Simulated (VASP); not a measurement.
SrO, 4 atoms in the cell. It takes space group P6_3mc (No. 186, hexagonal). Conventional cell: a = 4.275 Å, b = 4.275 Å, c = 5.156 Å, α = 90.00°, β = 90.00°, γ = 120.00°. Around Sr (site symmetry 3m) lie 5 O at 2.47 to 2.58 Å. Around O (site symmetry 3m) lie 5 Sr at 2.47 to 2.58 Å. Measurements of this composition are mostly on another form, of space group No. 225.

```yaml
Program: VASP 6.6.1
Task: single point
Functional: LDA
Potentials_or_basis: VASP PAW LDA potentials, release 64 (Sr_sv, O)
Cutoff: 520 eV
k_mesh: 4 × 4 × 3
Occupations: gaussian, width 0.01 eV
Spin: no spin polarisation
Dipole_correction: no
Further_INCAR_settings: ALGO = Normal; EDIFF = 1e-06; NBANDS = 24
```

Potentials or basis: VASP PAW LDA potentials, release 64 (Sr_sv, O).

Launch:

```sh
$ cat potpaw_LDA.64/Sr_sv/POTCAR potpaw_LDA.64/O/POTCAR > POTCAR
$ mpirun -np 1 vasp_std > vasp.out
```

Hardware: 1 thread of Intel(R) Xeon(R) Platinum 8259CL CPU @ 2.50GHz (Skylake/Cascade Lake) (shared host).

**Question.** How long does it take, and how much memory?

**Answer.** It took 15 s on 1 thread of Intel(R) Xeon(R) Platinum 8259CL CPU @ 2.50GHz (Skylake/Cascade Lake), on a shared host, peak memory 0.16 GiB. Counts: scf iterations 14, k points 8.
